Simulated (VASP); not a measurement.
# LiH (F-43m) in VASP: notebook

The runs below take LiH through single point, with PBE.

Everything below comes from runs of VASP 6.6.1. Logs are shortened: lines on timing, memory, paths and dates and some standing lists are left out, and cuts for length are marked.

## (1) The crystal as given

It takes space group F-43m (No. 216, cubic). Conventional cell: a = 4.290 Å, b = 4.290 Å, c = 4.290 Å, α = 90.00°, β = 90.00°, γ = 90.00°. Around Li (site symmetry -43m) lie 4 H at 1.86 Å. Around H (site symmetry -43m) lie 4 Li at 1.86 Å.

The cell was built by a generator and needn't be a form met in nature.

## (2) Single point, PBE

Input file INCAR:

```
SYSTEM = LiH
ALGO = Fast ; EDIFF = 1E-7
ENCUT = 520 ; GGA = PE
ISIF = 2 ; ISMEAR = 0
LASPH = .True. ; LCHARG = .False.
LREAL = .False. ; LWAVE = .False.
NBANDS = 9 ; NELM = 100
PREC = Accurate ; SIGMA = 0.01
```

Input file KPOINTS:

```
k-points
0
Gamma
  10 10 10
  0 0 0
```

Input file POSCAR:

```
LiH
1.0
    0.0000000000      2.1451220117      2.1451220117
    2.1451220117      0.0000000000      2.1451220117
    2.1451220117      2.1451220117      0.0000000000
Li H
1 1
Direct
    0.0000000000      0.0000000000      0.0000000000
    0.2500000000      0.2500000000      0.2500000000
```

Potentials or basis: VASP PAW PBE potentials, release 64 (Li_sv, H).

The run is started by

```bash
> cat potpaw_PBE.64/Li_sv/POTCAR potpaw_PBE.64/H/POTCAR > POTCAR
> mpirun -np 1 vasp_std > vasp.out
```

OUTCAR:

```text
SYSTEM = LiH
   EDIFF = 1E-7
   ENCUT = 520
   GGA = PE
   ISIF = 2
   ISMEAR = 0
   LASPH = .True.
   LREAL = .False.
   NELM = 100
   PREC = Accurate

 ion  position               nearest neighbor table
   1  0.000  0.000  0.000-
   2  0.250  0.250  0.250-

  LATTYP: Found a face centered cubic cell.
 ALAT       =     4.2902440234

  Lattice vectors:

 A1 = (   0.0000000000,   2.1451220117,   2.1451220117)
 A2 = (   2.1451220117,   0.0000000000,   2.1451220117)
 A3 = (   2.1451220117,   2.1451220117,   0.0000000000)

Analysis of symmetry for initial positions (statically):
=====================================================================
 Subroutine PRICEL returns:
 Original cell was already a primitive cell.

 Routine SETGRP: Setting up the symmetry group for a
 face centered cubic supercell.

 Subroutine GETGRP returns: Found 24 space group operations
 (whereof 24 operations were pure point group operations)
 out of a pool of 48 trial point group operations.

The static configuration has the point symmetry T_d .

Analysis of symmetry for dynamics (positions and initial velocities):
=====================================================================
 Subroutine PRICEL returns:
 Original cell was already a primitive cell.

 Routine SETGRP: Setting up the symmetry group for a
 face centered cubic supercell.

 Subroutine GETGRP returns: Found 24 space group operations
 (whereof 24 operations were pure point group operations)
 out of a pool of 48 trial point group operations.

The dynamic configuration has the point symmetry T_d .

 Subroutine INISYM returns: Found 24 space group operations
 (whereof 24 operations are pure point group operations),
 and found     1 'primitive' translations

----------------------------------------------------------------------------------------

                                     Primitive cell

  volume of cell :      19.7418

  direct lattice vectors                    reciprocal lattice vectors
     0.000000000  2.145122012  2.145122012    -0.233086975  0.233086975  0.233086975
     2.145122012  0.000000000  2.145122012     0.233086975 -0.233086975  0.233086975
     2.145122012  2.145122012  0.000000000     0.233086975  0.233086975 -0.233086975

  length of vectors
     3.033660642  3.033660642  3.033660642     0.403718483  0.403718483  0.403718483

  position of ions in fractional coordinates (direct lattice)
     0.000000000  0.000000000  0.000000000
     0.250000000  0.250000000  0.250000000

  ion indices of the primitive-cell ions
   primitive index   ion index
                 1           1
                 2           2

----------------------------------------------------------------------------------------

 KPOINTS: k-points

Automatic generation of k-mesh.
 Grid dimensions read from file:
 generate k-points for:   10   10   10

 Generating k-lattice:

  Cartesian coordinates                     Fractional coordinates (reciprocal lattice)
    -0.023308697  0.023308697  0.023308697     0.100000000  0.000000000  0.000000000
     0.023308697 -0.023308697  0.023308697     0.000000000  0.100000000  0.000000000
     0.023308697  0.023308697 -0.023308697     0.000000000  0.000000000  0.100000000

  Length of vectors
     0.040371848  0.040371848  0.040371848

  Shift w.r.t. Gamma in fractional coordinates (k-lattice)
     0.000000000  0.000000000  0.000000000

 Subroutine IBZKPT returns following result:
 ===========================================

 Found     47 irreducible k-points:

 Following reciprocal coordinates:
            Coordinates               Weight
  0.000000  0.000000  0.000000      1.000000
  0.100000  0.000000  0.000000      8.000000
  0.200000  0.000000  0.000000      8.000000
  0.300000  0.000000  0.000000      8.000000
  0.400000  0.000000  0.000000      8.000000
  0.500000  0.000000  0.000000      4.000000
[... 16 lines left out ...]
  0.300000  0.300000  0.000000      6.000000
  0.400000  0.300000  0.000000     24.000000
 [... further k-points ...]
   k-points           NKPTS =     47   k-points in BZ     NKDIM =     47   number of bands    NBANDS=      9
   number of dos      NEDOS =    301   number of ions     NIONS =      2
   total plane-waves  NPLWV =  13824
   dimension x,y,z NGX =    24 NGY =   24 NGZ =   24
   dimension x,y,z NGXF=    48 NGYF=   48 NGZF=   48
   ions per type =               1   1
   NGX,Y,Z   is equivalent  to a cutoff of  13.15, 13.15, 13.15 a.u.
   NGXF,Y,Z  is equivalent  to a cutoff of  26.30, 26.30, 26.30 a.u.
 SYSTEM =  LiH
   PREC   = accura    normal or accurate (medium, high low for compatibility)
   ISTART =      0    job   : 0-new  1-cont  2-samecut
   ICHARG =      2    charge: 1-file 2-atom 10-const
   ISPIN  =      1    spin polarized calculation?
   LNONCOLLINEAR =      F non collinear calculations
   LSORBIT =      F    spin-orbit coupling
   LASPH  =      T    aspherical Exc in radial PAW
   ENCUT  =  520.0 eV  38.22 Ry    6.18 a.u.   5.64  5.64  5.64*2*pi/ulx,y,z
   NELM   =    100;   NELMIN=  2; NELMDL= -5     # of ELM steps
   EDIFF  = 0.1E-06   stopping-criterion for ELM
   LREAL  =      F    real-space projection
   EDIFFG = 0.1E-05   stopping-criterion for IOM
   NSW    =      0    number of steps for IOM
   IBRION =     -1    ionic relax: 0-MD 1-quasi-New 2-CG
   NFREE  =      0    steps in history (QN), initial steepest desc. (CG)
   ISIF   =      2    stress and relaxation
   ISYM   =      2    0-nonsym 1-usesym 2-fastsym
   POTIM  = 0.5000    time-step for ionic-motion
   TEBEG  =    0.0;   TEEND  =   0.0 temperature during run
   PSTRESS=    0.0 pullay stress
   NELECT =       4.0000    total number of electrons
   NUPDOWN=      -1.0000    fix difference up-down
   EMIN   =  10.00;   EMAX   =-10.00  energy-range for DOS
   EFERMI =   0.00;   METHOD = LEGACY
   ISMEAR =     0;   SIGMA  =   0.01  broadening in eV -4-tet -1-fermi 0-gaus
   EFERMI_NEDOS =   21; number of points for ismear=-14 and -15
   IALGO  =     68    algorithm
   IMIX   =      4    mixing-type and parameters
     AMIX     =   0.40;   BMIX     =  1.00
     AMIX_MAG =   1.60;   BMIX_MAG =  1.00
  volume/ion in A,a.u.               =       9.87        66.61
  Fermi-wavevector in a.u.,A,eV,Ry     =   0.961537  1.817042 12.579322  0.924554
  Thomas-Fermi vector in A             =   2.090918
   LORBIT       =      0    0 simple, 1 ext, 2 COOP (PROOUT), +10 PAW based schemes
   GGA     = PE    functional components
   LHFCALC =     F    Hartree Fock is set to
   AEXX    =    0.0000 exact exchange contribution
   IVDW    =     0    specifies the selected vdW correction
   LEPSILON=     F    determine dielectric tensor
   LRPA    =     F    only Hartree local field effects (RPA)
 non-spin polarized calculation
 RMM-DIIS sequential band-by-band and
 Gauss-broadening in eV      SIGMA  =   0.01
  energy-cutoff  :      520.00
  volume of cell :       19.74
 maximum number of plane-waves:       544
   NGX = 11   NGY = 11   NGZ = 11

 number of electron       3.9999993 magnetization

 Free energy of the ion-electron system (eV)
  ---------------------------------------------------
  ext. energy  EPLUGINS =         0.00000000
  ---------------------------------------------------
  free energy    TOTEN  =        -6.03065809 eV

  energy without entropy =       -6.03065809  energy(sigma->0) =       -6.03065809

 E-fermi :  -1.5872     XC(G=0):  -7.6940

 val. band max:       -1.6855516769   @ k =  -0.3000   0.5000   0.2000
 cond. band min:       2.5540201049   @ k =   0.5000   0.0000   0.0000
 fundamental gap:      4.2395717818
 Fermi energy:        -1.5872365076

 k-point     1 :       0.0000    0.0000    0.0000
  band No.  band energies     occupation
      1     -45.0094      2.00000
      2      -5.3502      2.00000
      3      11.4122      0.00000
      4      15.6129      0.00000
      5      15.6129      0.00000
      6      15.6129      0.00000
      7      18.1802      0.00000
      8      18.1802      0.00000
      9      18.1802      0.00000

 k-point     2 :       0.1000    0.0000    0.0000
  band No.  band energies     occupation
      1     -45.0073      2.00000
      2      -5.1933      2.00000
      3      10.4746      0.00000
      4      14.3569      0.00000
      5      15.0578      0.00000
      6      15.0578      0.00000
      7      18.9916      0.00000
      8      18.9917      0.00000
      9      20.7718      0.00000

 k-point     3 :       0.2000    0.0000    0.0000
  band No.  band energies     occupation
      1     -45.0016      2.00000
      2      -4.7307      2.00000
      3       8.0183      0.00000
      4      14.0522      0.00000
      5      14.2701      0.00000
      6      14.2701      0.00000
      7      19.6810      0.00000
      8      19.6810      0.00000
      9      21.5089      0.00000

 k-point     4 :       0.3000    0.0000    0.0000
  band No.  band energies     occupation
      1     -44.9946      2.00000
      2      -4.0030      2.00000
      3       5.4380      0.00000
      4      13.7323      0.00000
      5      13.7323      0.00000
      6      14.2420      0.00000
      7      18.6794      0.00000
      8      18.6794      0.00000
      9      20.7889      0.00000
[... 205 lines left out ...]
 k-point    22 :      -0.2000    0.2000    0.0000
  band No.  band energies     occupation
      1     -44.9922      2.00000
      2      -3.7540      2.00000
      3       5.6437      0.00000
      4       9.9997      0.00000
      5      14.0265      0.00000
      6      14.9036      0.00000
      7      18.4777      0.00000
      8      20.1525      0.00000
      9      21.3236      0.00000

 k-point    23 :       0.3000    0.3000    0.0000
  band No.  band energies     occupation
      1     -44.9898      2.00000
      2      -3.5816      2.00000
      3       7.3525      0.00000
      4      10.3177      0.00000
      5      10.3177      0.00000
      6      11.6176      0.00000
      7      16.3203      0.00000
      8      25.7518      0.00000
      9      26.3993      0.00000

 k-point    24 :       0.4000    0.3000    0.0000
  band No.  band energies     occupation
      1     -44.9853      2.00000
      2      -2.9593      2.00000
      3       6.0379      0.00000
      4       9.1048      0.00000
      5       9.9251      0.00000
      6      11.6215      0.00000
      7      16.7165      0.00000
      8      25.4359      0.00000
      9      26.1426      0.00000

 [... further k-points ...]
[... 5 lines left out ...]
  --------------------------------------------------------------------------------------
  -------------------------------------------------------------------------------------
  Total       -0.0248583     -0.0248583     -0.0248583      0.0000000      0.0000000     -0.0000000
  in kB       -2.0174169     -2.0174169     -2.0174169      0.0000000      0.0000000     -0.0000000
  external PRESSURE =      -2.0174169 kB  Pullay stress =       0.0000000 kB

 VOLUME and BASIS-vectors are now :
 -----------------------------------------------------------------------------
  energy-cutoff  :      520.00
  volume of cell :       19.74
      direct lattice vectors                 reciprocal lattice vectors
     0.000000000  2.145122012  2.145122012    -0.233086975  0.233086975  0.233086975
     2.145122012  0.000000000  2.145122012     0.233086975 -0.233086975  0.233086975
     2.145122012  2.145122012  0.000000000     0.233086975  0.233086975 -0.233086975

 POSITION                                       TOTAL-FORCE (eV/Angst)
 -----------------------------------------------------------------------------------
      0.00000      0.00000      0.00000        -0.000000     -0.000000     -0.000000
      1.07256      1.07256      1.07256         0.000000      0.000000      0.000000
 -----------------------------------------------------------------------------------
    total drift:                               -0.000000     -0.000000     -0.000000

  FREE ENERGIE OF THE ION-ELECTRON SYSTEM (eV)
  ---------------------------------------------------
  free  energy   TOTEN  =        -6.0306580855 eV

  energy  without entropy=       -6.0306580855  energy(sigma->0) =       -6.03065809
```

Wall time 13 s (1 thread of Intel Xeon Platinum 8488C (Sapphire Rapids), shared host); peak memory 0.12 GiB.

What came out:

| Item | Value |
| --- | --- |
| Free energy | -6.0307 eV |
| Band gap on the k mesh | 4.24 eV, indirect (least direct gap 5.27 eV) |

Levels at points of the mesh, in eV from the valence-band top:
| k point | band 1 | band 2 | band 3 | band 4 | band 5 | band 6 |
| --- | --- | --- | --- | --- | --- | --- |
| (0.00, 0.00, 0.00) | -43.32 | -3.66 | 13.10 | 17.30 | 17.30 | 17.30 |
| (0.50, 0.00, 0.00) | -43.30 | -1.03 | 4.24 | 15.08 | 15.08 | 16.09 |
| (0.50, 0.50, 0.00) | -43.29 | -0.31 | 7.22 | 9.99 | 10.76 | 10.76 |

Caveat: the cutoff is under 1.25 times the usual one of these potentials, so pressure, stress and relaxed cells hold a basis-set (Pulay) error. A k mesh can miss the band edges.

## (3) Single point, PBE

Input file INCAR:

```
  PREC = Accurate
  ENCUT = 520
  EDIFF = 1E-6
  ISMEAR = 0
  SIGMA = 0.01
  LREAL = F
  LASPH = T
  NELM = 100
  ALGO = Fast
  ISIF = 2
  LWAVE = F
  LCHARG = T
  GGA = PE
  LELF = T
  LVHAR = T
  NBANDS = 9
```

Input file KPOINTS:

```
regular mesh
0
Gamma
  10 10 10
```

POSCAR is that of step 2.

Potentials or basis: VASP PAW PBE potentials, release 64 (Li_sv, H).

The run is started by

```bash
> cat potpaw_PBE.64/Li_sv/POTCAR potpaw_PBE.64/H/POTCAR > POTCAR
> mpirun -np 1 vasp_std > vasp.out
```

Wall time 12 s (1 thread of Intel Xeon Platinum 8488C (Sapphire Rapids), shared host); peak memory 0.13 GiB.

The run converged. Its results:

```
Free energy            : -6.0306 eV
Band gap on the k mesh : 4.23 eV, indirect (least direct gap 5.27 eV)
```

Levels at points of the mesh, in eV from the valence-band top:
```
           k point  band 1  band 2  band 3  band 4  band 5  band 6  band 7
(0.00, 0.00, 0.00)  -43.34   -3.67   13.10   17.29   17.29   17.29   19.86
(0.50, 0.00, 0.00)  -43.32   -1.03    4.23   15.08   15.08   16.08   19.00
(0.50, 0.50, 0.00)  -43.31   -0.32    7.21    9.98   10.76   10.76   18.39
```

Caveat: the cutoff is under 1.25 times the usual one of these potentials, so pressure, stress and relaxed cells hold a basis-set (Pulay) error.
